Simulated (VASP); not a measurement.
Input for VASP

### INCAR
```
SYSTEM = GeO2
PREC = Accurate; ENCUT = 400; LREAL = .FALSE.
LASPH = .TRUE.
EDIFF = 1E-6; NELM = 100; ALGO = Normal
LMAXMIX = 4
ISMEAR = 0; SIGMA = 0.01
GGA = RE
ISIF = 2
LWAVE = .FALSE.; LCHARG = .FALSE.; LORBIT = 11
NEDOS = 601
```

KPOINTS:
```
Regular mesh
0
Gamma
 6 6 9
0.5 0.5 0.5
```

### POSCAR
```
GeO2
1.0
  4.5121410000   0.0000000000   0.0000000000
  0.0000000000   4.5121410000   0.0000000000
  0.0000000000   0.0000000000   2.9415190000
Ge O
2 4
Direct
  0.5000000000   0.5000000000   0.5000000000
  0.0000000000   0.0000000000   0.0000000000
  0.6942300000   0.6942300000   0.0000000000
  0.3057700000   0.3057700000   0.0000000000
  0.8057700000   0.1942300000   0.5000000000
  0.1942300000   0.8057700000   0.5000000000
```

POTCAR, in this order: Ge_d O (PBE.64 set). Program: vasp_std.

Problem. Translate this revPBE calculation to Ansatz.

Solution. One equivalent input (not run):
Ansatz 0.2 input:
```yaml
crystal:
  lattice:
    - [4.5121410, 0.0000000, 0.0000000]
    - [0.0000000, 4.5121410, 0.0000000]
    - [0.0000000, 0.0000000, 2.9415190]
  atoms:
    - { symbol: Ge, position: [0.5000000, 0.5000000, 0.5000000] }
    - { symbol: Ge, position: [0.0000000, 0.0000000, 0.0000000] }
    - { symbol: O, position: [0.6942300, 0.6942300, 0.0000000] }
    - { symbol: O, position: [0.3057700, 0.3057700, 0.0000000] }
    - { symbol: O, position: [0.8057700, 0.1942300, 0.5000000] }
    - { symbol: O, position: [0.1942300, 0.8057700, 0.5000000] }
kpoints:
  mp_grid: { grid: [6, 6, 9], shift: [0.5, 0.5, 0.5] }
hamiltonian:
  xc: revpbe
  pseudopotentials: { kind: paw }
scf:
  occupations: { method: gaussian, width: 0.01 }
  max_iter: 100
output: { forces: true, stress: true, eigenvalues: true }
```
Limits of the translation: each code has its own PAW files, so the cut-off isn't converted (ENCUT is set for VASP's; basis.ecutwfc is left out, and Ansatz then takes the one that its files recommend); Ansatz stops its SCF on the density residual and VASP on the energy change (EDIFF).

The structure comes from a computed database's GeO2 entry; how it stands against other phases isn't given here. The cell was not relaxed at this level. The run is one of a series of settings (NEDOS = 601 against the base run), some of them coarse on purpose.
